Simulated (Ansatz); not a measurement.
Crystal: Pb.

```
Pb
1.0
     0.00000    2.47502    2.47502
     2.47502    0.00000    2.47502
     2.47502    2.47502    0.00000
Pb
1
Cartesian
  0.0000 0.0000 0.0000
```

| Quantity | Value |
| --- | --- |
| Program | Ansatz 0.2.0 |
| Task | relaxation of cell and atoms |
| Functional | revPBE |
| Potentials or basis | all-electron LAPW, scalar-relativistic |
| Basis error allowed | 0.001 eV/atom |
| k mesh | 9 × 9 × 9 |
| Occupations | fermi-dirac, width 0.05 eV |
| Spin | no spin polarisation |

At the start: volume 30.32 Å³/atom.

Task: How do energy, volume and symmetry change on relaxing?

Result: Over 3 steps the energy falls by 24.2 meV/atom and the volume is 32.76 Å³/atom (+8.0 %); space group Fm-3m (No. 225, to 0.05 Å).

The path:
```csv
step,energy change (eV),largest force (eV/Å),volume (Å³)
1,0.0000,0.0000,30.32
2,-0.0242,0.0000,32.76
3,-0.0242,0.0000,32.76
```

Final structure:
```
Pb
1.0
     0.00000    2.53953    2.53953
     2.53953    0.00000    2.53953
     2.53953    2.53953    0.00000
Pb
1
Direct
  0.00000 0.00000 0.00000
```

The cell as given is a measured one (30.32 Å³/atom); revPBE puts the equilibrium volume +8.0 % from it, thermal expansion not counted.
